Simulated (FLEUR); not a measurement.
Runs of FLEUR MaX-R8.1 (later development tree) on I. Symmetry: Cmce, No. 64, orthorhombic system. Conventional cell: a = 7.270 Å, b = 4.790 Å, c = 9.793 Å, α = 90.00°, β = 90.00°, γ = 90.00°. I (site symmetry m) has 1 I at 2.68 Å as nearest neighbours. 

```csv
task,level,gmax,muffin-tin radii,max iterations,mixing factor,mixer,kmax,gap on the mesh (eV)
band structure,r2SCAN,13 1/bohr,I 2.34 bohr,80,0.05,Anderson,4.19 1/bohr,1.55
band structure,LDA,13 1/bohr,I 2.34 bohr,60,0.05,Anderson,4.19 1/bohr,(a)
band structure,PBEsol,13 1/bohr,I 2.34 bohr,60,0.05,Anderson,4.19 1/bohr,1.29
single point,PBEsol,13.4 1/bohr,I 2.27 bohr,60,0.05,Anderson,4.32 1/bohr,1.29
```

Alike in all rows: potentials or basis all-electron, FLAPW; no spin polarisation; cell as given; k mesh 7 × 7 × 3; smearing fermi-dirac 0.05 eV.

**Question.** Fill in the values left out.

**Answer.** (a) 1.24.

Caveats: spin-orbit coupling is left out, which moves the levels of the heavy elements; the meta-GGA is that of a development version, with a GGA for the radial functions and cores and without core tails (some runs); an odd mesh through Γ misses points on the zone boundary, where band edges often lie (some runs).

A k mesh can miss the band edges, and the runs leave out spin-orbit coupling on I.

Not every run made on this cell is shown here.
